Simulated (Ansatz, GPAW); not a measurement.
# CaO: programs and potentials compared

```
CELL_PARAMETERS angstrom
0.00000 2.40356 2.40356
2.40356 0.00000 2.40356
2.40356 2.40356 0.00000
ATOMIC_POSITIONS crystal
Ca 0.00000 0.00000 0.00000
O 0.50000 0.50000 0.50000
```

The cell is a database's computed one, not the measured one.

Alike in all runs: task single point; functional PBE; k mesh 10 × 10 × 10; occupations gaussian, width 0.025 eV; no spin polarisation; no spin-orbit coupling. Pressure is positive in compression and, in plane waves, holds the error of the finite cutoff, which Ansatz's Pulay term estimates and takes out.

| program and potentials | plane-wave cutoff (eV) | notes | band gap (eV) | pressure (GPa) |
| --- | --- | --- | --- | --- |
| Ansatz, Ansatz PAW | 420 | Pulay term of +0.41 GPa included | 3.66 | 1.61 |
| GPAW, GPAW PAW data sets (gpaw-data 1.2.1) | 800 | - | 3.69 | 2.16 |
| Ansatz, all-electron LAPW, scalar-relativistic | - | - | 3.65 | 1.60 |

The band gap spans 3.65 (Ansatz, all-electron LAPW, scalar-relativistic) to 3.69 eV (GPAW, GPAW PAW data sets (gpaw-data 1.2.1)), with all-electron results at 3.65. The pressure spans 1.60 (Ansatz, all-electron LAPW, scalar-relativistic) to 2.16 GPa (GPAW, GPAW PAW data sets (gpaw-data 1.2.1)), with all-electron results at 1.60. The gap is indirect and read on the mesh alone.

Differences between rows come from potentials, basis sets and numerical settings, since the functional is the same but for its coding. Runs on potential files found faulty are left out.
